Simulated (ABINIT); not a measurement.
Runs of ABINIT 10.8.3 (patched build) on Rh. Symmetry: Fm-3m, No. 225, cubic system. The conventional cell has a = 3.796 Å, b = 3.796 Å, c = 3.796 Å, α = 90.00°, β = 90.00°, γ = 90.00°. Rh (site symmetry m-3m) has 12 Rh at 2.68 Å as nearest neighbours. 

```tsv
task	level	potentials or basis	cell	k mesh	cutoff (eV)	smearing	bands in the sums	broadening (eV)	scissor shift (eV)	tensor components	cell freedom (optcell)	gap on the mesh (eV)	pressure (GPa)
optical spectrum	PBEsol	PseudoDojo NC SR PBEsol v0.4.1 standard	as given	12 × 12 × 12, with 4 shifts	1088	fermi-dirac 0.1 eV	16	0.15	0	[11]	-	-	-3.9
relaxation of cell and atoms	PBEsol	JTH PAW PBE v2.0	relaxed	9 × 9 × 9	435	fermi-dirac 0.05 eV	-	-	-	-	2	none	0.0
positron lifetime	PBEsol	JTH PAW PBE v2.0	as given	8 × 8 × 8	354	cold (ABINIT) 0.2 eV	-	-	-	-	-	none	-3.5
optical spectrum	PBE	PseudoDojo NC SR PBE v0.4.1 standard	as given	12 × 12 × 12, with 4 shifts	1088	cold (ABINIT) 0.136 eV	14	0.05	0	[11]	-	-	6.6
single point	PBEsol	PseudoDojo NC SR PBEsol v0.4.1 standard	as given	9 × 9 × 9	1088	fermi-dirac 0.05 eV	-	-	-	-	-	none	(b)
positron lifetime	PBE	JTH PAW PBE v2.0	as given	8 × 8 × 8	354	methfessel-paxton 0.1 eV	-	-	-	-	-	none	7.0
positron lifetime	LDA	JTH PAW LDA v2.0	as given	8 × 8 × 8	354	fermi-dirac 0.1 eV	-	-	-	-	-	none	(a)
single point	PBE	PseudoDojo NC SR PBE v0.4.1 standard	as given	9 × 9 × 9	1088	fermi-dirac 0.05 eV	-	-	-	-	-	none	6.8
```

Alike in all rows: no spin polarisation.

Task: Estimate the missing entries.

Result: (a) -9.6; (b) -4.2.

Caveats: the PAW basis is incomplete for the positron (some runs); the intraband (Drude) term is left out (some runs); spectra need much finer meshes, so this one isn't converged (some runs); the PAW data sets were made with another functional, which shifts forces and pressure a little (some runs).

A k mesh can miss the band edges, and the runs leave out spin-orbit coupling on Rh.

A gap of «none» marks a metal or a gap under the smearing width.

Not every run made on this cell is shown here.
